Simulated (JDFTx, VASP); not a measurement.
This is a calculation of HfC for JDFTx 1.7.0 (patched build). Atoms were shifted at random by some hundredths of an Å from the given cell, which wasn't relaxed again for these runs. 

File HfC.in:

```
lattice \
    0.0000000000     4.3936132398     4.3936132398 \
    4.3936132398     0.0000000000     4.3936132398 \
    4.3936132398     4.3936132398     0.0000000000
coords-type Lattice
ion Hf     0.4887240000     0.5083250000     0.4884190000 1
ion C     -0.0098520000     0.0191000000    -0.0063350000 1

ion-species pseudo/Hf.upf
ion-species pseudo/C.upf
elec-cutoff 41
elec-ex-corr gga-PBE
kpoint-folding 10 10 10
elec-smearing Fermi 0.0018374661
elec-n-bands 14
electronic-SCF nIterations 100 energyDiffThreshold 1e-08
electronic-minimize nIterations 30 energyDiffThreshold 1e-7
converge-empty-states yes
forces-output-coords Cartesian

dump-name run.$VAR
dump End Ecomponents EigStats BandEigs Kpoints Forces Stress
```

Potentials or basis: PseudoDojo-SR-PBE-0.5-standard.

Launch:

```console
$ jdftx -c 1 -i HfC.in -o HfC.out
```

Question: Translate it to VASP 6.6.1. Potentials or basis there: PBE PAW files C, Hf_pv, 520 eV.

Answer: As run (cutoffs and basis follow the program's own potentials, and thresholds, step limits or extra output files can differ):

File INCAR:

```
SYSTEM = HfC
ALGO = Normal
EDIFF = 1E-7
ENCUT = 520
GGA = PE
ISIF = 2
ISMEAR = -1
LASPH = .TRUE.
LCHARG = .FALSE.
LREAL = .FALSE.
LWAVE = .FALSE.
NBANDS = 14
NELM = 80
PREC = Accurate
SIGMA = 0.05
```

File KPOINTS:

```
k-points
0
G
  10 10 10
  0 0 0
```

The input POSCAR:

```
HfC
1.0
    0.0000000000      2.3250000000      2.3250000000
    2.3250000000      0.0000000000      2.3250000000
    2.3250000000      2.3250000000      0.0000000000
Hf C
1 1
Direct
    0.4887240000      0.5083250000      0.4884190000
   -0.0098520000      0.0191000000     -0.0063350000
```

Potentials or basis: VASP PAW PBE potentials, release 64 (Hf_pv, C).

Command:

```console
$ cat potpaw_PBE.64/Hf_pv/POTCAR potpaw_PBE.64/C/POTCAR > POTCAR
$ mpirun -np 1 vasp_std > vasp.out
```

Both were run:

|  | JDFTx | VASP |
| --- | --- | --- |
| Pressure | 0.6 GPa | -0.2 GPa |
| Largest force | 0.361 eV/Å | 0.362 eV/Å |

The potentials hold 16 and 14 valence electrons a cell.

Pressure is positive in compression.
